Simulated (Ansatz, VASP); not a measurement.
# BN: VASP beside Ansatz

```xyz
4
Lattice="2.4982 0.0000 0.0000 -1.2491 2.1635 0.0000 0.0000 0.0000 6.6357" Properties=species:S:1:pos:R:3 pbc="T T T"
N     1.2491    0.7212    1.6589
N     0.0000    1.4424    4.9768
B     1.2491    0.7212    4.9768
B     0.0000    1.4424    1.6589
```

Alike in both runs: functional BLYP; k mesh 12 × 12 × 4; occupations fermi-dirac, width 0.05 eV; no spin polarisation.

|  | VASP | Ansatz |
| --- | --- | --- |
| version | VASP 6.6.1 | Ansatz 0.2.0 |
| potentials or method | VASP PAW PBE potentials, release 64 (N, B) | Ansatz PAW |
| plane-wave cutoff (eV) | 520 | 420 |
| valence electrons in the cell | 16 | 16 |
| task | single point | band structure |

Ansatz gave:

```
gap on the k mesh at the Fermi level (eV)       : 4.36
least direct gap on the mesh (eV)               : 4.71
pressure (GPa)                                  : 7.3
largest component of the traceless stress (GPa) : 2.41
```

Question: Which values does VASP return?

Answer: gap on the k mesh at the Fermi level (eV): 4.36; least direct gap on the mesh (eV): 4.72; pressure (GPa): 7.1; largest component of the traceless stress (GPa): 2.38.

Caveats: this functional lacks dispersion, which binds the layers, so the pressure and a relaxed spacing across them are unreliable; the PAW data sets were made with another functional, which shifts forces and pressure a little (VASP); the pressure holds a Pulay correction of +0.7 GPa for the finite cutoff (Ansatz); the PAW data sets come from PBE, with cores solved anew for the run's functional, which leaves a small shift of forces and pressure (Ansatz). As with any semilocal functional, this BLYP gap is likely too small. A k mesh can miss the band edges.
